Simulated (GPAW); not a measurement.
# TePb (Fm-3m) in GPAW: notebook

One crystal, TePb, is run at these levels: revPBE, BLYP, r2SCAN; tasks: band structure.

Program: GPAW 26.7.0. These are calculated values, not measurements. Logs are shortened: lines on timing, memory, paths and dates and some standing lists are left out, and cuts for length are marked. The log counts tension as positive stress, the text compression.

**The experiment to reproduce.**

A printed reference work, monograph reports, for a bulk crystal of TePb at 4.2 K: band gap 0.19 eV (direct).

The runs below are set against these values where they give the same quantity.

## Step 1: The structure

Symmetry: Fm-3m, No. 225, cubic system. The conventional cell has a = 6.462 Å, b = 6.462 Å, c = 6.462 Å, α = 90.00°, β = 90.00°, γ = 90.00°. Pb (site symmetry m-3m) is surrounded by 6 Te at 3.23 Å. Te (site symmetry m-3m) has 6 Pb at 3.23 Å as nearest neighbours.

## Step 2: Band structure, revPBE

run.py reads:

```python
from ase.dft.bandgap import bandgap
from ase.io import read, write
from ase.units import GPa
from gpaw import GPAW, PW

atoms = read('TePb.xyz')

calc = GPAW(mode=PW(600),
            xc='revPBE',
            kpts={'size': (7, 7, 7), 'gamma': True},
            occupations={'name': 'fermi-dirac', 'width': 0.05},
            nbands=19,
            convergence={'density': 1e-05, 'energy': 1e-05},
            maxiter=150,
            txt='gpaw.txt')
atoms.calc = calc
energy = atoms.get_potential_energy()
forces = atoms.get_forces()
stress = atoms.get_stress()
calc.write('gs.gpw')
write('result.traj', atoms)
print(f'Energy: {energy:.6f} eV')
print('Forces (eV/A):')
print(forces.round(4))
print('Stress (GPa):', (stress / GPa).round(3))
print('Fermi level:', round(calc.get_fermi_level(), 4), 'eV')
print(f'Gap: {bandgap(calc)[0]:.4f} eV, direct: {bandgap(calc, direct=True)[0]:.4f} eV')

path = atoms.cell.bandpath('GXWKGLUWLK,UX', npoints=80, eps=1e-4)
bs_calc = calc.fixed_density(kpts=path, symmetry='off', nbands=32,
                             convergence={'bands': 'CBM+6.0', 'eigenstates': 1e-6}, txt='bands.txt')
bs = bs_calc.band_structure()
bs.write('bs.json')
print(f'Gap on the path: {bandgap(bs_calc)[0]:.4f} eV')
```

TePb.xyz reads:

```xyz
2
Lattice="0.0000000000 3.2310000000 3.2310000000 3.2310000000 0.0000000000 3.2310000000 3.2310000000 3.2310000000 0.0000000000" Properties=species:S:1:pos:R:3 pbc="T T T"
Pb     0.0000000000      0.0000000000      0.0000000000
Te     3.2310000000      3.2310000000      3.2310000000
```

Potentials or basis: the program's PAW data sets (release 1.2.1) made for this functional, pw.

Run with:

```console
$ OMP_NUM_THREADS=1 python run.py
```

gpaw.txt:

```text
__  _  _
 | _ |_)|_||  |
 |__||  | ||/\| - 26.7.0

Input parameters:
  mode=PW(ecut=600.0),
  convergence={'density': 1e-05, 'energy': 1e-05},
  kpts=MonkhorstPack(size=(7, 7, 7), gamma=True),
  maxiter=150,
  nbands=19,
  occupations=Occupations(name='fermi-dirac', width=0.05),
  xc=XC(name='revPBE')

Diagonalizing LCAO Hamiltonian
Converting LCAO to pw mode

                 Te

       Pb

Atoms  # Å, Bohr magnetons
|   | symbol |        x |        y |        z |    initial magnetic moments |
|---|--------|----------|----------|----------|-----------------------------|
| 0 |     Pb | 0.000000 | 0.000000 | 0.000000 | ( 0.0000,  0.0000,  0.0000) |
| 1 |     Te | 3.231000 | 3.231000 | 3.231000 | ( 0.0000,  0.0000,  0.0000) |

Unit cell  # Å
| periodic |        x |        y |        z |  lengths |    angles |
|----------|----------|----------|----------|----------|-----------|
|      yes | 0.000000 | 3.231000 | 3.231000 | 4.569324 | 60.000000 |
|      yes | 3.231000 | 0.000000 | 3.231000 | 4.569324 | 60.000000 |
|      yes | 3.231000 | 3.231000 | 0.000000 | 4.569324 | 60.000000 |

Number of symmetries: 48
Symmetry operations  # r_c * U_cc + t_c -> r_c
|    | kind |            matrix            |
|----|------|------------------------------|
|  0 |  σ   |  1, 0, 0,  1, 0,-1,  1,-1, 0 |
|  1 |  C2  |  1, 0, 0,  1,-1, 0,  1, 0,-1 |
|  2 |  E   |  1, 0, 0,  0, 1, 0,  0, 0, 1 |
|  3 |  σ   |  1, 0, 0,  0, 0, 1,  0, 1, 0 |
|  4 |  C4  |  1, 0,-1,  1, 0, 0,  1,-1, 0 |
|  5 |  S6  |  1, 0,-1,  1,-1, 0,  1, 0, 0 |
|  6 |  σ   |  1, 0,-1,  0, 1,-1,  0, 0,-1 |
|  7 |  C3  |  1, 0,-1,  0, 0,-1,  0, 1,-1 |
|  8 |  S6  |  1,-1, 0,  1, 0, 0,  1, 0,-1 |
|  9 |  C4  |  1,-1, 0,  1, 0,-1,  1, 0, 0 |
| 10 |  C3  |  1,-1, 0,  0,-1, 1,  0,-1, 0 |
| 11 |  σ   |  1,-1, 0,  0,-1, 0,  0,-1, 1 |
| 12 |  σ   |  0, 1, 0,  1, 0, 0,  0, 0, 1 |
| 13 |  C4  |  0, 1, 0,  0, 1,-1, -1, 1, 0 |
| 14 |  C3  |  0, 1, 0,  0, 0, 1,  1, 0, 0 |
| 15 |  S6  |  0, 1, 0, -1, 1, 0,  0, 1,-1 |
| 16 |  C2  |  0, 1,-1,  1, 0,-1,  0, 0,-1 |
| 17 |  σ   |  0, 1,-1,  0, 1, 0, -1, 1, 0 |
| 18 |  S4  |  0, 1,-1,  0, 0,-1,  1, 0,-1 |
| 19 |  C4  |  0, 1,-1, -1, 1, 0,  0, 1, 0 |
| 20 |  C3  |  0, 0, 1,  1, 0, 0,  0, 1, 0 |
| 21 |  σ   |  0, 0, 1,  0, 1, 0,  1, 0, 0 |
| 22 |  S6  |  0, 0, 1,  0,-1, 1, -1, 0, 1 |
| 23 |  C4  |  0, 0, 1, -1, 0, 1,  0,-1, 1 |
| 24 |  S4  |  0, 0,-1,  1, 0,-1,  0, 1,-1 |
| 25 |  C3  |  0, 0,-1,  0, 1,-1,  1, 0,-1 |
| 26 |  C2  |  0, 0,-1,  0,-1, 0, -1, 0, 0 |
| 27 |  S6  |  0, 0,-1, -1, 0, 0,  0,-1, 0 |
| 28 |  S4  |  0,-1, 1,  1,-1, 0,  0,-1, 0 |
| 29 |  C4  |  0,-1, 1,  0, 0, 1, -1, 0, 1 |
| 30 |  C2  |  0,-1, 1,  0,-1, 0,  1,-1, 0 |
| 31 |  σ   |  0,-1, 1, -1, 0, 1,  0, 0, 1 |
| 32 |  C3  |  0,-1, 0,  1,-1, 0,  0,-1, 1 |
| 33 |  S6  |  0,-1, 0,  0, 0,-1, -1, 0, 0 |
| 34 |  S4  |  0,-1, 0,  0,-1, 1,  1,-1, 0 |
| 35 |  C2  |  0,-1, 0, -1, 0, 0,  0, 0,-1 |
| 36 |  C2  | -1, 1, 0,  0, 1, 0,  0, 1,-1 |
| 37 |  S6  | -1, 1, 0,  0, 1,-1,  0, 1, 0 |
| 38 |  S4  | -1, 1, 0, -1, 0, 1, -1, 0, 0 |
| 39 |  C3  | -1, 1, 0, -1, 0, 0, -1, 0, 1 |
| 40 |  S6  | -1, 0, 1,  0, 0, 1,  0,-1, 1 |
| 41 |  C2  | -1, 0, 1,  0,-1, 1,  0, 0, 1 |
| 42 |  C3  | -1, 0, 1, -1, 1, 0, -1, 0, 0 |
| 43 |  S4  | -1, 0, 1, -1, 0, 0, -1, 1, 0 |
| 44 |  C2  | -1, 0, 0,  0, 0,-1,  0,-1, 0 |
| 45 |  i   | -1, 0, 0,  0,-1, 0,  0, 0,-1 |
| 46 |  σ   | -1, 0, 0, -1, 1, 0, -1, 0, 1 |
| 47 |  C2  | -1, 0, 0, -1, 0, 1, -1, 1, 0 |

BZ-sampling:
  Number of BZ points: 343
  Number of IBZ points: 20

  Monkhorst-Pack size: [7, 7, 7]
  Monkhorst-Pack shift: [0, 0, 0]

K-points  # in reciprocal-cell coordinates
|     |                                coordinates |     weight |
|-----|--------------------------------------------|------------|
|   0 | (  0.00000000,   0.00000000,   0.00000000) | 0.00291545 |
|   1 | (  0.14285714,   0.14285714,   0.00000000) | 0.01749271 |
|   2 | (  0.14285714,   0.14285714,   0.14285714) | 0.02332362 |
|   3 | (  0.28571429,   0.14285714,   0.14285714) | 0.03498542 |
|   4 | (  0.28571429,   0.28571429,   0.00000000) | 0.01749271 |
|   5 | (  0.28571429,   0.28571429,   0.14285714) | 0.06997085 |
|   6 | (  0.28571429,   0.28571429,   0.28571429) | 0.02332362 |
|   7 | (  0.42857143,  -0.28571429,  -0.28571429) | 0.03498542 |
|   8 | (  0.42857143,   0.28571429,  -0.42857143) | 0.13994169 |
|   9 | (  0.42857143,   0.28571429,  -0.28571429) | 0.06997085 |
| ... |                                            |            |
|  19 | (  0.42857143,   0.42857143,   0.42857143) | 0.02332362 |

Plane wave coefficients: 2259
Cutoff: 600.0 eV

Spin-components: 1 (collinear spins)
Bands:           19
Projectors:      11
Spin-degeneracy: 2
Datatype:        complex128

Parallelization:
  kpt:    1
  domain: 1
  band:   1

Density:
  Valence electrons: 20.0
  Components: 1
  Grid points: [27 27 27]
  Charge: 0.0  # |e|

Potential:
  Grid points: [27 27 27]

species:
  Pb:
    name:    Lead
    Z:       82.0
    valence: 14
    core:    68
    charge:  0.0  # [|e|]
    compensation charges:
      type: gauss
      rc: 0.38  # [Å]
      lmax: 2
    cutoffs:
      filter: 2.36  # [Å]
      core: 2.43  # [Å]
    projectors
    | kind |    occ | energy [eV] | rcut [Å] |
    |------|--------|-------------|----------|
    |   6s |  2.000 |     -11.901 |    1.259 |
    |   6p |  2.000 |      -3.435 |    1.275 |
    |   5d | 10.000 |     -21.184 |    1.217 |
    |    s |        |      15.310 |    1.259 |
    |    p |        |      23.776 |    1.275 |
    |    d |        |       6.028 |    1.217 |

    Using partial waves for Pb as LCAO basis

  Te:
    name:    Tellurium
    Z:       52.0
    valence: 6
    core:    46
    charge:  0.0  # [|e|]
    compensation charges:
      type: gauss
      rc: 0.36  # [Å]
      lmax: 2
    cutoffs:
      filter: 2.09  # [Å]
      core: 3.17  # [Å]
    projectors
    | kind |    occ | energy [eV] | rcut [Å] |
    |------|--------|-------------|----------|
    |   5s |  2.000 |     -15.027 |    1.180 |
    |   5p |  4.000 |      -5.913 |    1.196 |
    |    s |        |      12.185 |    1.180 |
    |    p |        |      21.299 |    1.196 |
    |    d |        |       0.000 |    1.238 |

    Using partial waves for Te as LCAO basis

Reference energy: -752082.883393  # eV

eigensolver:
  PPCG
  Converge bands: occupied
  niter=2

density mixing:
  MSR1-Mixer
  Pratt-step length: 0.05
  Maximum mixing coefficient: 0.75
  Old densities: 10
  SVD Regularization: 0.005
  Good broyden scale: 1.0
  Trust region scale: 1.0
  Backstep threshold: 4.0
  History deletion threshold: 6.0
  Fourier metric: weight=20.0, sigma=0.015

occupation numbers:
  Fermi-Dirac:
    width: 0.0500  # eV

poisson solver:
  ecut: 4800.0  # eV

xc functional:
  name: revPBE with 2 nearest neighbor stencil

convergence criteria:
- Maximum integral of absolute [dens]ity change: 1e-05 electrons / valence electron
- Maximum [total energy] change in last 3 cyles: 1e-05 eV / valence electron
- Maximum integral of absolute [eigenst]ate change: 4e-08 eV^2 / valence electron
maximum number of iterations: 150

SCF iterations
|iter     | |      energy | eigst |  dens |
|---------|-|-------------|-------|-------|
|iter:   1| |   -7.281167 | -0.14 |       |
|iter:   2| |   -7.259378 | -1.97 | -1.35 |
|iter:   3| |   -7.174416 | -2.06 | -1.39 |
|iter:   4| |   -7.177236 | -3.72 | -1.99 |
|iter:   5| |   -7.178008 | -4.21 | -2.40 |
|iter:   6| |   -7.178027 | -5.64 | -3.28 |
|iter:   7| |   -7.178028c| -6.65 | -3.86 |
|iter:   8| |   -7.178028c| -7.61c| -4.58 |
|iter:   9| |   -7.178028c| -7.84c| -5.39c|

Converged in 9 steps
Energy contributions relative to reference atoms: (reference = -752082.883393)

Energy contributions:
  Kinetic:          21.582276
  Coulomb:         -21.740576
  Zero:              0.136496
  External:          0.000000
  Xc:               -7.156223
  Entropy:          -0.000002
  Spinorbit:         0.000000
  ----------------------------
  Free energy:      -7.178030
  Extrapolated:     -7.178028

dipole moment: (-27.286505, -27.286505, -27.286505)  # |e|*Ang

Fermi level: 6.191
Eigenvalues  # (at kpt = [0.000, 0.000, 0.000])
| band index |      eig [eV] | occ [0-2] |
|------------|---------------|-----------|
|          0 |       -11.010 |     2.000 |
|        ... |               |           |
|          2 |       -11.000 |     2.000 |
|          3 |       -11.000 |     2.000 |
|          4 |       -11.000 |     2.000 |
|          5 |        -6.229 |     2.000 |
|          6 |         0.255 |     2.000 |
|          7 |         4.381 |     2.000 |
[... 9 lines left out ...]
|         17 |        13.468 |     0.000 |
|         18 |        13.791 |     0.000 |

Gap: 1.016 eV
Transition (v -> c):
  (s=0, k=19, n=9, [0.43, 0.43, 0.43]) -> (s=0, k=19, n=10, [0.43, 0.43, 0.43])
No difference between direct/indirect transitions

Forces  # eV/Ang
|       x |        y |       z |
|---------|----------|---------|
| 0.00000 |  0.00000 | 0.00000 |  # Pb   0
| 0.00000 | -0.00000 | 0.00000 |  # Te   1

Stress tensor  # eV/Ang^3
|         x |         y |         z |
|-----------|-----------|-----------|
| -0.018289 |  0.000000 | -0.000000 |
|  0.000000 | -0.018289 |  0.000000 |
| -0.000000 |  0.000000 | -0.018289 |

# Writing to gs.gpw (mode='')
```

Wall time 80 s (1 thread of Arm Neoverse V2, shared host); peak memory 0.32 GiB.

Results:

| Item | Value |
| --- | --- |
| Free energy | -7.1780 eV |
| Pressure | 2.9 GPa |
| Band gap along the path | 0.74 eV, direct |

Levels at the corners of the path, in eV from the Fermi level:
```tsv
point	band 6	band 7	band 8	band 9	band 10	band 11	band 12	band 13	band 14	band 15
Γ	-12.42	-5.94	-1.81	-1.81	-1.81	3.64	3.64	3.64	5.40	5.40
X	-10.75	-7.64	-4.94	-3.25	-3.25	2.90	5.04	5.04	6.28	9.78
W	-10.60	-8.33	-4.23	-4.23	-0.80	1.24	4.81	4.81	6.43	6.43
K	-10.66	-8.32	-4.56	-2.75	-2.51	3.16	3.34	4.73	5.52	8.48
Γ	-12.42	-5.94	-1.81	-1.81	-1.81	3.64	3.64	3.64	5.40	5.40
L	-11.00	-8.95	-1.35	-1.35	-0.41	0.33	0.83	0.83	8.02	8.88
U	-10.66	-8.32	-4.56	-2.75	-2.51	3.16	3.34	4.73	5.52	8.48
W	-10.60	-8.33	-4.23	-4.23	-0.80	1.24	4.81	4.81	6.43	6.43
L	-11.00	-8.95	-1.35	-1.35	-0.41	0.33	0.83	0.83	8.02	8.88
K	-10.66	-8.32	-4.56	-2.75	-2.51	3.16	3.34	4.73	5.52	8.48
U	-10.66	-8.32	-4.56	-2.75	-2.51	3.16	3.34	4.73	5.52	8.48
X	-10.75	-7.64	-4.94	-3.25	-3.25	2.90	5.04	5.04	6.28	9.78
```

Caveat: this odd mesh misses L, where the gap lies, so gap, dielectric constants and Born charges aren't listed; spin-orbit coupling is left out, which moves the levels of the heavy elements.

## Step 3: Band structure, BLYP

run.py: that of step 2 with these lines changed.

```diff
@@ -3,3 +3,5 @@
 from ase.units import GPa
-from gpaw import GPAW, PW
+from gpaw import GPAW, PW, setup_paths
+
+setup_paths.insert(0, '.')
 
@@ -8,3 +10,3 @@
 calc = GPAW(mode=PW(600),
-            xc='revPBE',
+            xc='BLYP',
             kpts={'size': (7, 7, 7), 'gamma': True},
@@ -13,2 +15,3 @@
             convergence={'density': 1e-05, 'energy': 1e-05},
+            eigensolver='davidson',
             maxiter=150,
```

TePb.xyz is that of step 2.

Potentials or basis: PAW data sets generated in the run's folder for this functional, pw.

Run with:

```console
$ gpaw-setup -f BLYP Pb Te
$ OMP_NUM_THREADS=1 python run.py
```

Run time: 74 s. Hardware: 1 thread of Arm Neoverse V2, shared host; peak memory 0.31 GiB.

It converged, with:

* Free energy: -6.5492 eV
* Pressure: 5.1 GPa
* Band gap along the path: 0.80 eV, direct

Levels at the corners of the path, in eV from the Fermi level:
```
point  band 8  band 9  band 10  band 11  band 12  band 13
    Γ   -1.82   -1.82    -1.82     3.52     3.52     3.52
    X   -4.86   -3.23    -3.23     3.18     4.90     4.90
    W   -4.17   -4.17    -0.82     1.18     4.88     4.88
    K   -4.49   -2.73    -2.50     3.14     3.26     4.90
    Γ   -1.82   -1.82    -1.82     3.52     3.52     3.52
    L   -1.33   -1.33    -0.44     0.36     0.80     0.80
    U   -4.49   -2.73    -2.50     3.14     3.26     4.90
    W   -4.17   -4.17    -0.82     1.18     4.88     4.88
    L   -1.33   -1.33    -0.44     0.36     0.80     0.80
    K   -4.49   -2.73    -2.50     3.14     3.26     4.90
    U   -4.49   -2.73    -2.50     3.14     3.26     4.90
    X   -4.86   -3.23    -3.23     3.18     4.90     4.90
```

Caveat: this odd mesh misses L, where the gap lies, so gap, dielectric constants and Born charges aren't listed; spin-orbit coupling is left out, which moves the levels of the heavy elements.

[end of part 1 of 2]
